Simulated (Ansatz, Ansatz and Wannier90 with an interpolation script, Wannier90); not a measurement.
# Settings in Wannier-interpolated G0W0: BP (honeycomb monolayer)

Aim: vary the Wannier model and the GW settings for BP (honeycomb monolayer) and see what the interpolated bands lose.

Calculated with Wannier90 4.0.3; maximally localised Wannier functions from the overlaps of PBE states (plane waves, PAW).

## (1) The structure

The cell holds 2 atoms: 1 B and 1 P. Its edges and angles: a = 3.214 Å, b = 3.214 Å, c = 23.200 Å, α = 90.0°, β = 90.0°, γ = 120.0°. Vacuum lies along c.

The structure was relaxed with PBE. The structure was generated from a model, not taken from a measurement. The runs that relaxed it are not among those shown.

## (2) Wannier model on 24×24×1, by Wannier90

Input file w.win:

```
num_iter = 1200
conv_tol = 1.0e-8
conv_window = 5
dis_num_iter = 4000
dis_conv_tol = 1.0e-8
dis_mix_ratio = 0.7
write_hr = true
use_ws_distance = false
num_print_cycles = 50
! ansatz wannier90 interface
! projections by site (counted from 0) and shell: 0 2P, 1 3P
! states of the run's bands (counted from 1): 1-38
num_bands = 38
num_wann  = 6
dis_win_min = -13.59
dis_win_max = 13.93
dis_froz_min = -13.59
dis_froz_max = -2.33
guiding_centres = true
shell_list = 5 1

begin unit_cell_cart
Ang
       3.2141843468143807                      0.0                      0.0
      -1.6070921734071903        2.783565296787546                      0.0
                      0.0                      0.0                     23.2
end unit_cell_cart

begin atoms_frac
B         0.3333333333333333       0.6666666666666666                      0.5
P         0.6666666666666666       0.3333333333333333                      0.5
end atoms_frac

mp_grid = 24 24 1

[... the mesh's points ...]
```

Command:

```
$ OMP_NUM_THREADS=1 mpirun -n 8 wannier90.x w > wannier90.x.log
```

The program printed:

```text
TEM
                                    ------

                              Lattice Vectors (Ang)
                    a_1     3.214184   0.000000   0.000000
                    a_2    -1.607092   2.783565   0.000000
                    a_3     0.000000   0.000000  23.200000

                   Unit Cell Volume:     207.56789  (Ang^3)

                        Reciprocal-Space Vectors (Ang^-1)
                    b_1     1.954830   1.128622  -0.000000
                    b_2     0.000000   2.257244   0.000000
                    b_3     0.000000  -0.000000   0.270827

 *----------------------------------------------------------------------------*
 |   Site       Fractional Coordinate          Cartesian Coordinate (Ang)     |
 +----------------------------------------------------------------------------+
 | b    1   0.33333   0.66667   0.50000   |   -0.00000   1.85571  11.60000    |
 | p    1   0.66667   0.33333   0.50000   |    1.60709   0.92786  11.60000    |
 *----------------------------------------------------------------------------*
                                ------------
                                K-POINT GRID
                                ------------

             Grid size = 24 x 24 x  1      Total points =  576

 *---------------------------------- MAIN ------------------------------------*
 |  Number of Wannier Functions               :                 6             |
 |  Number of Objective Wannier Functions     :                 6             |
 |  Number of input Bloch states              :                38             |
 |  Output verbosity (1=low, 5=high)          :                 1             |
 |  Timing Level (1=low, 5=high)              :                 1             |
 |  Optimisation (0=memory, 3=speed)          :                 3             |
 |  Length Unit                               :               Ang             |
 |  Post-processing setup (write *.nnkp)      :                 F             |
 |  Using Gamma-only branch of algorithms     :                 F             |
 *----------------------------------------------------------------------------*
 *------------------------------- WANNIERISE ---------------------------------*
 |  Total number of iterations                :              1200             |
 |  Number of CG steps before reset           :                 5             |
 |  Trial step length for line search         :             2.000             |
 |  Convergence tolerence                     :         0.100E-07             |
 |  Convergence window                        :                 5             |
 |  Iterations between writing output         :                50             |
 |  Iterations between backing up to disk     :               100             |
 |  Write r^2_nm to file                      :                 F             |
[...]
Cycle:    550
[...]
WF centre and spread    4  (  1.607092,  0.927855,-11.600000 )     1.80220648
  WF centre and spread    5  (  1.593270,  1.255800,-11.600000 )     4.47173763
[...]
Sum of centres and spreads (  4.754403,  8.466127,  0.000000 )    20.68381699

    550    -0.994E-05     0.0041667357       20.6838169864      20.21  <-- CONV
        O_D=      2.7274222 O_OD=      7.9353523 O_TOT=     20.6838170 <-- SPRD
 Delta: O_D=  0.3627135E-04 O_OD= -0.4621416E-04 O_TOT= -0.9942813E-05 <-- DLTA
[...]
Cycle:    600
[...]
Sum of centres and spreads (  4.754394,  8.466163,  0.000000 )    20.68331380

[...]
Delta: O_D=  0.1340139E-03 O_OD= -0.1441920E-03 O_TOT= -0.1017813E-04 <-- DLTA
[...]
Cycle:   1150
[...]
1150    -0.167E-04     0.0059500078       20.6766419180      24.61  <-- CONV
        O_D=      2.7828347 O_OD=      7.8727647 O_TOT=     20.6766419 <-- SPRD
 Delta: O_D=  0.6745563E-04 O_OD= -0.8414900E-04 O_TOT= -0.1669337E-04 <-- DLTA
[...]
Cycle:   1200
[...]
Sum of centres and spreads (  4.754313,  8.466634,  0.000000 )    20.67564816

   1200    -0.217E-04     0.0055989807       20.6756481558      24.92  <-- CONV
        O_D=      2.7896206 O_OD=      7.8649851 O_TOT=     20.6756482 <-- SPRD
 Delta: O_D=  0.2530825E-03 O_OD= -0.2748263E-03 O_TOT= -0.2174383E-04 <-- DLTA
 ------------------------------------------------------------------------------
 Final State
[...]
WF centre and spread    2  ( -0.037264,  1.886143, 11.600000 )     4.90484042
  WF centre and spread    3  ( -0.005943,  1.400246, 11.600000 )     3.93183952
[...]
WF centre and spread    5  (  1.591230,  1.391383,-11.600000 )     4.57120354
  WF centre and spread    6  (  1.599198,  1.005296,-11.600000 )     3.65109953
  Sum of centres and spreads (  4.754313,  8.466634,  0.000000 )    20.67564816

         Spreads (Ang^2)       Omega I      =    10.021042485
        ================       Omega D      =     2.789620552
                               Omega OD     =     7.864985119
    Final Spread (Ang^2)       Omega Total  =    20.675648156
 ------------------------------------------------------------------------------

 Writing checkpoint file w.chk... done

 *---------------------------------------------------------------------------*
 |                               PLOTTING                                    |
 *---------------------------------------------------------------------------*

 *===========================================================================*
 |                             TIMING INFORMATION                            |
 *===========================================================================*
 |    Tag                                                Ncalls      Time (s)|
 |---------------------------------------------------------------------------|
 |kmesh: get                                        :         1         0.134|
 |overlap: read                                     :         1         3.559|
 |dis: main                                         :         1        16.219|
 |wann: main                                        :         1         8.823|
 |plot: main                                        :         1         0.033|
 *---------------------------------------------------------------------------*
 All done: wannier90 exiting
```

The job ended after 30 s (8 MPI ranks of Arm Neoverse V2, shared host).

The loop ended before it converged.

## (3) Wannier model on 24×24×1, by Wannier90

Localised functions give a small Hamiltonian that interpolates between mesh points at no cost.

Edit w.win of step 2 so:

```diff
@@ -10,10 +10,10 @@
 ! ansatz wannier90 interface
-! projections by site (counted from 0) and shell: 0 2P, 1 3P
-! states of the run's bands (counted from 1): 1-38
-num_bands = 38
-num_wann  = 6
+! projections by site (counted from 0) and shell: 0 2S, 0 2P, 1 3P
+! states of the run's bands (counted from 1): 1-41
+num_bands = 41
+num_wann  = 7
 dis_win_min = -13.59
-dis_win_max = 13.93
+dis_win_max = 15.08
 dis_froz_min = -13.59
-dis_froz_max = -2.33
+dis_froz_max = -1.43
 guiding_centres = true
```

The program printed:

```text
[banner, memory and clock lines left out]
TEM
                                    ------

                              Lattice Vectors (Ang)
                    a_1     3.214184   0.000000   0.000000
                    a_2    -1.607092   2.783565   0.000000
                    a_3     0.000000   0.000000  23.200000

                   Unit Cell Volume:     207.56789  (Ang^3)

                        Reciprocal-Space Vectors (Ang^-1)
                    b_1     1.954830   1.128622  -0.000000
                    b_2     0.000000   2.257244   0.000000
                    b_3     0.000000  -0.000000   0.270827

 *----------------------------------------------------------------------------*
 |   Site       Fractional Coordinate          Cartesian Coordinate (Ang)     |
 +----------------------------------------------------------------------------+
 | b    1   0.33333   0.66667   0.50000   |   -0.00000   1.85571  11.60000    |
 | p    1   0.66667   0.33333   0.50000   |    1.60709   0.92786  11.60000    |
 *----------------------------------------------------------------------------*
                                ------------
                                K-POINT GRID
                                ------------

             Grid size = 24 x 24 x  1      Total points =  576

 *---------------------------------- MAIN ------------------------------------*
 |  Number of Wannier Functions               :                 7             |
 |  Number of Objective Wannier Functions     :                 7             |
 |  Number of input Bloch states              :                41             |
 |  Output verbosity (1=low, 5=high)          :                 1             |
 |  Timing Level (1=low, 5=high)              :                 1             |
[...]
O_D=      0.0972782 O_OD=      2.6237529 O_TOT=     12.8521154 <-- SPRD
 Delta: O_D= -0.5605496E-06 O_OD=  0.4564526E-06 O_TOT= -0.1040970E-06 <-- DLTA

             <<<     Delta < 1.000E-08  over  5 iterations     >>>
             <<< Wannierisation convergence criteria satisfied >>>

 Final State
[...]
WF centre and spread    3  ( -0.000000,  1.644095, 11.600000 )     1.89524268
  WF centre and spread    4  (  0.000000,  2.674826, 11.600000 )     1.64579991
[...]
WF centre and spread    6  (  1.607092,  0.496734,-11.600000 )     1.79684199
  WF centre and spread    7  (  1.607092,  1.385093,-11.600000 )     1.79867582
  Sum of centres and spreads (  4.821277, 10.207696,-11.600000 )    12.85211417

         Spreads (Ang^2)       Omega I      =    10.131084296
        ================       Omega D      =     0.097267102
                               Omega OD     =     2.623762768
    Final Spread (Ang^2)       Omega Total  =    12.852114165

 Writing checkpoint file w.chk... done

 *---------------------------------------------------------------------------*
 |                               PLOTTING                                    |
 *---------------------------------------------------------------------------*

 *===========================================================================*
 |                             TIMING INFORMATION                            |
 *===========================================================================*
 |    Tag                                                Ncalls      Time (s)|
 |---------------------------------------------------------------------------|
 |kmesh: get                                        :         1         0.134|
 |overlap: read                                     :         1         4.115|
 |dis: main                                         :         1        21.731|
 |wann: main                                        :         1         2.389|
 |plot: main                                        :         1         0.044|
 *---------------------------------------------------------------------------*
 All done: wannier90 exiting
```

It took 30 s on 8 MPI ranks; 3.9 min of CPU time.

This step gave:

```yaml
gauge_invariant_spread: 10.13 Å²
diagonal_spread: 0.09727 Å²
off_diagonal_spread: 2.624 Å²
total_spread: 12.85 Å²
disentanglement_steps: 846
r_m_s_interpolation_error: 3.81e-4 eV
r_m_s_error_near_the_gap: 5.64e-4 eV
```

Near the gap the model misses directly solved bands by 0.6 meV r.m.s. and by 3 meV at most in the window tested. This tests the starting bands, not the corrections carried with them.

Frozen up to 3.70 eV; above it the model need not follow the bands. Electronic bands along the path, in eV, zero at the valence-band top:

| point | band 2 | band 3 | band 4 | band 5 | band 6 | band 7 | band 8 |
| --- | --- | --- | --- | --- | --- | --- | --- |
| Γ | -4.13 | -1.66 | -1.66 | 4.65 | 4.65 | 5.63 | 8.67 |
| halfway | -4.97 | -3.12 | -2.85 | 3.53 | 5.28 | 7.82 | 8.52 |
| M | -8.32 | -3.64 | -1.05 | 1.47 | 2.83 | 11.11 | 12.64 |
| halfway | -8.12 | -5.00 | -0.71 | 1.39 | 4.89 | 10.23 | 12.00 |
| K | -7.91 | -6.26 | 0.00 | 0.90 | 7.60 | 9.99 | 10.09 |
| halfway | -5.29 | -3.79 | -2.79 | 4.62 | 5.02 | 6.39 | 10.13 |
| Γ | -4.13 | -1.66 | -1.66 | 4.65 | 4.65 | 5.63 | 8.67 |

The same for Kohn-Sham, solved directly:

| point | band 2 | band 3 | band 4 | band 5 | band 6 | band 7 | band 8 |
| --- | --- | --- | --- | --- | --- | --- | --- |
| Γ | -4.13 | -1.66 | -1.66 | 3.76 | 4.65 | 4.65 | 4.89 |
| M | -8.32 | -3.64 | -1.05 | 1.47 | 2.83 | 7.83 | 8.78 |
| K | -7.91 | -6.26 | 0.00 | 0.90 | 6.38 | 7.27 | 8.44 |
| Γ | -4.13 | -1.66 | -1.66 | 3.76 | 4.65 | 4.65 | 4.89 |

The first set of electronic bands as a text plot (rows in eV, shown from -8.0 to 6.9 only):

```
    6.6 |       ++                   +       ++   ++++   ++++
    6.0 | ++++++                               +++    +++    +++
    5.3 |+  ++    ++                +             ++     ++++   +
    4.7 |+++++                     +                +++++++++++++
    4.1 |     ++++  ++            +
    3.5 |         ++++++       +++                ++
    2.9 |             +++++++++                +++
    2.2 |               ++
    1.6 |                 +++++++++++        ++
    1.0 |                            ++++++++
    0.4 |
   -0.2 |                            ********
   -0.9 |                   *********        **
   -1.5 |***            ****                   ***           ****
   -2.1 | ******      **                          **       *****
   -2.7 |       ******                              **   ****
   -3.3 |     ****************                        *****
   -4.0 |*********            ****                  **     ******
   -4.6 |                         *               **  ***
   -5.2 |         **               **          ***  **
   -5.8 |           **               ***   ****   **
   -6.4 |             **                ***
   -7.1 |                                      ***
   -7.7 |               **           **********
         Γ                   M           K                      Γ
```

[end of part 1 of 3]

[Paths, hosts, dates, memory and timing lines, banners, echoed tables and standing remarks are left out of the program output.]

[Logs are printed without paths, hosts, clocks, repeated set-up lines and the standing remarks that a program may print on its own settings, such as how far it seeks lower states.]

[Runs of the session that timed out or met a known fault of the program may be left out.]

[Hosts, paths, dates, database ids (printed as entryN), source tags and the programs' standing remarks are cut or masked in the printed files.]
